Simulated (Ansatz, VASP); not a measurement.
## Two plane-wave programs on SiC2

```
Si C
1.0
     3.22780    0.00000    0.00000
    -1.61390    2.79536    0.00000
     0.00000    0.00000   13.72054
Si C
2 4
Direct
  0.33333 0.66667 0.50000
  0.66667 0.33333 0.50000
  0.33333 0.66667 0.83409
  0.33333 0.66667 0.16591
  0.66667 0.33333 0.83409
  0.66667 0.33333 0.16591
```

Alike in both runs: functional PBE; k mesh 12 × 12 × 1; occupations gaussian, width 0.1 eV; no spin polarisation.

Ansatz relaxed the structure, and its values are those at the end. VASP's run is a single point on that final structure, the one shown.

```csv
,VASP,Ansatz
version,VASP 6.6.1,Ansatz 0.2.0
potentials or method,"VASP PAW PBE potentials, release 64 (Si, C)","scalar-relativistic, plane waves, PAW"
plane-wave cutoff (eV),520,420
valence electrons in the cell,24,24
```

```csv
,VASP,Ansatz,Ansatz less VASP
gap on the k mesh at the Fermi level (eV),none,none,-
pressure (GPa),0.1,0.1,+0.03
```

A gap of «none» marks a metal or a gap that the smearing closes.

Caveats: the k mesh is coarse (spacing up to 0.46 Å⁻¹), so the values aren't converged; this functional lacks dispersion, which binds the layers, so the pressure and a relaxed spacing across them are unreliable.
